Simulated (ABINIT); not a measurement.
Input of an ABINIT 10.8.3 (patched build) run:

Contents of run.abi:

```
# Pseudopotentials
pp_dirpath "./"
pseudos "Ba.GGA_PBE-JTH.xml, Ti.GGA_PBE-JTH.xml, O.GGA_PBE-JTH.xml"

# Structure
acell 3*1.0
rprim
     7.5585265533     0.0000000000     0.0000000000
     0.0000000000     7.5585265533     0.0000000000
     0.0000000000     0.0000000000     7.5929195687
ntypat 3
znucl 56 22 8
natom 5
typat 1 2 3 3 3
xred
     0.0000000000     0.0000000000     0.0000000000
     0.5000000000     0.5000000000     0.4900000000
     0.0000000000     0.5000000000     0.5170000000
     0.5000000000     0.0000000000     0.5170000000
     0.5000000000     0.5000000000     0.0190000000

# Plane-wave basis
ecut 19.0
pawecutdg 38.0

# k points
kptopt 1
ngkpt 5 5 5
nshiftk 1
shiftk 0.0 0.0 0.0

# Exchange and correlation
ixc -116133

# Bands and occupations
nband 24
occopt 3
tsmear 0.05 eV

# SCF cycle
nstep 100
tolvrs 1.0e-9

# Output
iomode 3
prtwf 0
prteig 0
prtebands 0
enunit 2
prtden 1
prtvha 1
prtvclmb 1
prtpot 1
```

Potentials or basis: JTH PAW PBE v2.0.

Command:

```bash
$ mpirun --bind-to none -np 4 abinit run.abi > log 2>&1
```

(1) Predict the largest force.

(2) What does it give for the pressure?

(3) Estimate the band gap on the k mesh.

Answers

(1) 0.327 eV/Å.

(2) -3.0 GPa.

(3) 1.90 eV, indirect (least direct gap 2.02 eV).

Caveat: this set's barium file shifts pressures by 1.5 GPa and gaps by 0.1 eV against other sets; the PAW data sets were made with another functional, which shifts forces and pressure a little; spin-orbit coupling is left out, which moves the levels of the heavy elements; an odd mesh through Γ misses points on the zone boundary, where band edges often lie; the atomic spheres overlap.
